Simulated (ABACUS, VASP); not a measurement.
**Fe: equilibrium volume by level of theory**

```cif
data_structure
_symmetry_space_group_name_H-M 'Im-3m'
_symmetry_Int_Tables_number 229
_cell_length_a 2.8860
_cell_length_b 2.8860
_cell_length_c 2.8860
_cell_angle_alpha 90.000
_cell_angle_beta 90.000
_cell_angle_gamma 90.000
_cell_volume 24.04
loop_
_atom_site_label
_atom_site_type_symbol
_atom_site_symmetry_multiplicity
_atom_site_Wyckoff_symbol
_atom_site_fract_x
_atom_site_fract_y
_atom_site_fract_z
_atom_site_occupancy
Fe1 Fe 2 a 0.00000 0.00000 0.00000 1
```

```tsv
rung	level	program and potentials	cutoff (eV)	k mesh	smearing	task	equilibrium volume (Å³/atom)	miss	notes
GGA + dispersion	BLYP+D3(BJ)	VASP, PBE PAW files Fe, 600 eV	600	13 × 13 × 13	fermi-dirac 0.05	relaxation of cell and atoms	11.10	-5.7 %	potentials made for PBE; 8 valence electrons an atom on average
GGA + dispersion	BLYP+D4	VASP, PBE PAW files Fe, 600 eV	600	13 × 13 × 13	fermi-dirac 0.05	relaxation of cell and atoms	(a)	?	potentials made for PBE; 8 valence electrons an atom on average
GGA	OLYP	ABACUS, PseudoDojo NC SR 0.5 PBE stringent, plane waves	1619	10 × 10 × 10	fermi-dirac 0.05	equation of state	11.45	-2.7 %	potentials made for PBE; fit through 4 volumes
GGA	PBE	VASP, PBE PAW files Fe, 600 eV	600	13 × 13 × 13	fermi-dirac 0.05	relaxation of cell and atoms	11.30	-4.0 %	8 valence electrons an atom on average
GGA	PBEsol	VASP, PBE PAW files Fe, 600 eV	600	13 × 13 × 13	fermi-dirac 0.05	relaxation of cell and atoms	10.79	-8.3 %	potentials made for PBE; 8 valence electrons an atom on average
GGA	RPBE	ABACUS, GBRV ultrasoft 1.5 PBE, plane waves	544	10 × 10 × 10	fermi-dirac 0.05	relaxation of cell and atoms	11.61	-1.4 %	potentials made for PBE; 16 valence electrons an atom on average
GGA	RPBE	VASP, PBE PAW files Fe, 600 eV	600	13 × 13 × 13	fermi-dirac 0.05	relaxation of cell and atoms	(b)	?	potentials made for PBE; 8 valence electrons an atom on average
meta-GGA	r2SCAN	VASP, PBE PAW files Fe, 600 eV	600	13 × 13 × 13	methfessel-paxton 0.1	relaxation of cell and atoms	11.74	-0.3 %	potentials made for PBE; 8 valence electrons an atom on average
```

All rows: collinear spin, ferromagnetic start. Smearing widths are in eV. For a metal such meshes aren't converged. Meshes differ between rows, which moves values too. Meshes are those of the run's cell of 1 atom unless a note names another. Relaxations start from the cell shown or near it and stop with a little pressure left. The cell shown, of 12.02 Å³ an atom, is the runs' start and not the measured value. Misses use the values as printed. Runs on faulty files, with rough fits or with known faults for this quantity aren't shown. No row holds spin-orbit coupling.

Measured: 11.77 Å³/atom at 298 K (a printed reference work). The runs are for a static lattice.

Question: Estimate the values left out from the other rows.

Answer: (a) 11.24 Å³/atom, miss -4.5 %; (b) 11.72 Å³/atom, miss -0.4 %.
